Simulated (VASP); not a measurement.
# Ge: molecular dynamics with a monitored distance, by stops when the distance exceeds

Ge, Fd-3m (no. 227), 8 atoms in the cell. PBE, molecular dynamics; PAW potentials Ge (PBE set).

| Stops when the distance exceeds (Å) | Largest distance met (Å) | Steps run | Mean temperature (K) | Time (s) |
|---|---|---|---|---|
| 2.597 | 2.516 | 80 | 428 | 227 |
| 3.92 | 2.516 | 80 | 428 | 240 |

Limits: 240 fs of 8 atoms are too short for converged averages; the distance is that to the nearest periodic copy, which so small a cell caps.

## Input of the first row

INCAR:
```
ALGO = Normal
ANDERSEN_PROB = 0.05
EDIFF = 1E-5
ENCUT = 200
GGA = PE
IBRION = 0
ISIF = 2
ISMEAR = 0
ISYM = 0
KPAR = 2
LASPH = T
LCHARG = F
LREAL = Auto
LWAVE = F
MDALGO = 1
NELM = 60
NELMIN = 4
NSW = 80
POTIM = 3.0
PREC = Normal
RANDOM_SEED = 731198 0 0
SIGMA = 0.05
TEBEG = 600
TEEND = 600
VALUE_MAX = 2.597
VALUE_MIN = 1.225
```

KPOINTS:
```
k-points
0
Monkhorst-Pack
  2 2 2
```

ICONST:
```
R 1 2 7
```

POSCAR:
```
Ge
1.0
    5.6578200000      0.0000000000      0.0000000000
    0.0000000000      5.6578200000      0.0000000000
    0.0000000000      0.0000000000      5.6578200000
Ge
8
Direct
    0.2500000000      0.2500000000      0.2500000000
    0.5000000000      0.0000000000      0.5000000000
    0.2500000000      0.7500000000      0.7500000000
    0.5000000000      0.5000000000      0.0000000000
    0.7500000000      0.2500000000      0.7500000000
    0.0000000000      0.0000000000      0.0000000000
    0.7500000000      0.7500000000      0.2500000000
    0.0000000000      0.5000000000      0.5000000000
```

Commands:
```
cat potpaw_PBE.64/Ge/POTCAR > POTCAR
mpirun -np 2 vasp_std > vasp.out
```

Changes of the last row against the first:
```
- VALUE_MAX = 2.597
+ VALUE_MAX = 3.92
```

VASP 6.6.1 took 227 s on 2 cores (Intel Xeon Platinum 8488C (Sapphire Rapids)), a shared host.
